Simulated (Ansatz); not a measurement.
**Effect of biaxial strain −0.43 %, plane normal [001], relaxed out of plane on Li3N**

Start from Li$_{3}$N (space group P6/mmm, No. 191; a = 3.634 Å, c = 3.865 Å). Axes: x lies along a and z along c of the hexagonal cell.

One thing is altered: biaxial strain −0.43 %, plane normal [001], relaxed out of plane (Cartesian); in-plane vectors clamped, the third vector and the atoms free.

The values are results of PBE in Ansatz (plane waves to 420 eV, PAW, scalar-relativistic without spin-orbit coupling), not measurements. Γ-centred 10×10×9 mesh, Fermi–Dirac width 0.05 eV.

The volume per atom falls by 0.09 Å³ to 10.96 Å³ and the space group stays P6/mmm (No. 191). The shortest interatomic distance hardly moves (1.932 Å against 1.933 Å) and the pressure (mean of the normal stresses, compression positive) goes from zero to 0.44 GPa. The band gap hardly moves (1.06 eV against 1.07 eV) and the gap character stays indirect, A → Γ. The smallest direct gap stays 1.27 eV and the electron mass remains 0.31 mₑ (at Γ). The out-of-plane strain amounts to +0.05 % and the mean in-plane stress (compression positive) comes out as +0.7 GPa.

Final structure (turned so that z lies along the plane normal):

```yaml
crystal:
  lattice:
    - [3.61873, 0.00000, 0.00000]
    - [1.80936, 3.13391, 0.00000]
    - [0.00000, 0.00000, 3.86654]
  atoms:
    - { symbol: Li, position: [0.00000, 0.00000, 0.50000] }
    - { symbol: Li, position: [0.33333, 0.33333, 0.00000] }
    - { symbol: Li, position: [0.66667, 0.66667, 0.00000] }
    - { symbol: N, position: [0.00000, 0.00000, 0.00000] }
```

Cost of the whole job for the changed cell (relaxation, final SCF and bands): very roughly 14 core-seconds.

Masses are band curvatures over ±0.01 Å⁻¹ around the edge. Whether these cells are dynamically stable was not tested.

Ansatz is an electronic-structure program.
